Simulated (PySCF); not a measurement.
Isomers of C5H5N, one GFN2-xTB conformer each. Single-point energies are computed at PBE0/pcSseg-1 (PySCF, gas phase, no added dispersion term), electronic only.

Problem. Rank them by PBE0/pcSseg-1 energy, lowest first (kJ/mol).
A. pyridine, `c1ccncc1`
B. `[CH:1]#[C:2]/[CH:3]=[N:4]\[CH:5]=[CH2:6]` with C3–N4–C5–C6 180°
C. `N#CCC#CC`
D. `CC=C=CC#N`
E. `CC#CC1=NC1`
F. `N#CC1=CCC1`
G. `[CH2:1]=[CH:2]/[CH:3]=[CH:4]\[C:5]#[N:6]` with C1–C2–C3–C4 180°

Solution. A (0.0), G (139.4), F (168.5), D (196.0), C (211.4), B (307.6), E (348.4).

As drawn, the lowest has an aromatic ring, which the highest lacks; the highest has a three-membered ring, a C≡C bond and a C=N bond, which the lowest lacks. GFN2-xTB itself gives, in the same order: 0.0, 197.0, 181.0, 225.8, 210.0, 283.4, 303.6. Both levels put the same isomer lowest; measured from each level's own lowest isomer, the values differ by up to 57.6 kJ/mol (C=C/C=C\C#N: 197.0 against 139.4).

Problem. Which frontier levels, dipoles and rotational constants go with these structures?

Solution. 
```json
{"SMILES": "c1ccncc1", "HOMO (eV, PBE0/pcSseg-1)": "-7.37", "LUMO (eV)": "-0.77", "dipole (D)": "2.23", "A, B, C (MHz)": "6122, 5917, 3009"}
{"SMILES": "C=C/C=C\\C#N", "HOMO (eV, PBE0/pcSseg-1)": "-7.46", "LUMO (eV)": "-2.15", "dipole (D)": "4.26", "A, B, C (MHz)": "10055, 2059, 1709"}
{"SMILES": "N#CC1=CCC1", "HOMO (eV, PBE0/pcSseg-1)": "-7.85", "LUMO (eV)": "-1.41", "dipole (D)": "4.46", "A, B, C (MHz)": "12771, 2412, 2082"}
{"SMILES": "CC=C=CC#N", "HOMO (eV, PBE0/pcSseg-1)": "-8.08", "LUMO (eV)": "-1.27", "dipole (D)": "4.84", "A, B, C (MHz)": "12722, 1614, 1522"}
{"SMILES": "CC#CCC#N", "HOMO (eV, PBE0/pcSseg-1)": "-7.90", "LUMO (eV)": "0.50", "dipole (D)": "4.09", "A, B, C (MHz)": "11970, 1606, 1441"}
{"SMILES": "C#C/C=N\\C=C", "HOMO (eV, PBE0/pcSseg-1)": "-7.16", "LUMO (eV)": "-1.96", "dipole (D)": "1.74", "A, B, C (MHz)": "10694, 2109, 1761"}
{"SMILES": "CC#CC1=NC1", "HOMO (eV, PBE0/pcSseg-1)": "-7.23", "LUMO (eV)": "-1.46", "dipole (D)": "3.81", "A, B, C (MHz)": "22867, 1566, 1494"}
```
